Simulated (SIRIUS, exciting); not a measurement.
This is a calculation of Mg for exciting (release sodium). 

Contents of input.xml:

```xml
<input>
  <title>Mg</title>
  <structure speciespath="./" tshift="false">
    <crystal scale="1">
      <basevect>6.003331398529 0.000000000000 0.000000000000</basevect>
      <basevect>-3.001665699265 5.199037498431 0.000000000000</basevect>
      <basevect>0.000000000000 0.000000000000 19.499823116705</basevect>
    </crystal>
    <species speciesfile="Mg.xml" rmt="2">
      <atom coord="0.666666666700 0.333333333300 0.750000000000"/>
      <atom coord="0.000000000000 0.000000000000 0.500000000000"/>
      <atom coord="0.333333333300 0.666666666700 0.250000000000"/>
      <atom coord="0.000000000000 0.000000000000 0.000000000000"/>
    </species>
  </structure>
  <groundstate do="fromscratch" ngridk="10 10 3" rgkmax="7.5" gmaxvr="14" lmaxapw="10" lmaxmat="10" lmaxvr="8" xctype="GGA_PBE_SOL" stype="Fermi Dirac" swidth="0.00183747" nempty="14" ValenceRelativity="iora*" epsengy="1e-05" epspot="1e-05" maxscl="60" tforce="true" outputlevel="normal"/>
</input>
```

Potentials or basis: all-electron LAPW+lo, shipped species files, valence relativity iora*.

Command:

```bash
$ OMP_NUM_THREADS=1 exciting_smp
```

Task: What does the same run look like in SIRIUS 7.12.0? Potentials or basis there: all-electron FP-LAPW, apw+lo standard.

Result: As run (cutoffs and basis follow the program's own potentials, and thresholds, step limits or extra output files can differ):

The input sirius.json:

```json
{
  "control": {
    "processing_unit": "cpu",
    "std_evp_solver_name": "lapack",
    "gen_evp_solver_name": "lapack",
    "verbosity": 2,
    "print_forces": true,
    "ortho_rf": true,
    "use_second_variation": true,
    "rmt_max": 3.0,
    "num_bands_to_print": 24,
    "save_wf": true
  },
  "parameters": {
    "electronic_structure_method": "full_potential_lapwlo",
    "xc_functionals": ["XC_GGA_X_PBE_SOL", "XC_GGA_C_PBE_SOL"],
    "core_relativity": "dirac",
    "valence_relativity": "iora",
    "num_fv_states": 29,
    "smearing": "fermi_dirac",
    "smearing_width": 0.0018374661,
    "pw_cutoff": 20,
    "gk_cutoff": 3.41,
    "lmax_apw": 10,
    "lmax_rho": 8,
    "lmax_pot": 8,
    "num_mag_dims": 0,
    "auto_rmt": 0,
    "ngridk": [10, 10, 3],
    "shiftk": [0, 0, 0],
    "num_dft_iter": 80,
    "energy_tol": 1e-07,
    "density_tol": 1e-05,
    "use_symmetry": true
  },
  "settings": {"tol_ne": 1e-10},
  "iterative_solver": {"type": "exact"},
  "mixer": {"type": "anderson", "beta": 0.5, "max_history": 8},
  "unit_cell": {
    "lattice_vectors": [[6.0033313985, 0.0, 0.0], [-3.0016656993, 5.1990374984, 0.0], [0.0, 0.0, 19.4998231167]],
    "atom_types": ["Mg"],
    "atom_files": {"Mg": "Mg.json"},
    "atoms": {
      "Mg": [[0.6666666667, 0.3333333333, 0.75], [0.0, 0.0, 0.5], [0.3333333333, 0.6666666667, 0.25], [0.0, 0.0, 0.0]]
    }
  }
}
```

Potentials or basis: all-electron FP-LAPW, apw+lo standard.

Command:

```console
$ OMP_NUM_THREADS=1 sirius.scf --input=sirius_start.json --output=start.json
$ OMP_NUM_THREADS=1 sirius.scf --input=sirius.json --output=output.json --task=1
```

Both were run:

|  | exciting | SIRIUS |
| --- | --- | --- |
| All electrons inside the program's atomic spheres | Mg 10.30 (radii Mg 2.0 bohr) | Mg 10.57, 10.56 (radii Mg 2.29 bohr) |
